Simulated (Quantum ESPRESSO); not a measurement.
Here is a Quantum ESPRESSO 7.5 calculation.

pw.in

```
&CONTROL
  calculation = 'scf'
  prefix = 'pwscf'
  outdir = './tmp'
  pseudo_dir = './pseudo'
  tprnfor = .true.
  tstress = .true.
  disk_io = 'nowf'
/
&SYSTEM
  ibrav = 0
  nat = 2
  ntyp = 2
  ecutwfc = 45
  ecutrho = 360
  nbnd = 18
  occupations = 'smearing'
  smearing = 'fd'
  degauss = 0.00367493
/
&ELECTRONS
  conv_thr = 4d-10
  electron_maxstep = 120
  mixing_beta = 0.3
/
ATOMIC_SPECIES
Hf   178.4900 hf_pbesol_v1.uspp.F.UPF
N     14.0070 n_pbesol_v1.2.uspp.F.UPF
CELL_PARAMETERS bohr
   0.0000000000    4.6389412647    4.6389412647
   4.6389412647    0.0000000000    4.6389412647
   4.6389412647    4.6389412647    0.0000000000
ATOMIC_POSITIONS bohr
Hf     0.0000000000    0.0000000000    0.0000000000
N      2.3194706324    2.3194706324    2.3194706324
K_POINTS automatic
9 9 9 0 0 0
HUBBARD {atomic}
U Hf-5d 5.0
```

Potentials or basis: GBRV 1.5 PBEsol.

Command:

```sh
$ OMP_NUM_THREADS=1 mpirun -n 2 pw.x -nk 2 -in pw.in > pw.out
```

Question: Predict the pressure.

Answer: 3.6 GPa.

Question: Predict the band gap on the k mesh.

Answer: None (metal or under the smearing width).

Eigenvalues of the final occupation matrices:
```csv
site,spin,trace,eigenvalues
Hf 1 5d,each,1.94,0.21 0.21 0.51 0.51 0.51
```

Caveat: U without spin polarisation on a metal has little footing. Spin-orbit coupling is left out, which matters for the levels of Hf.
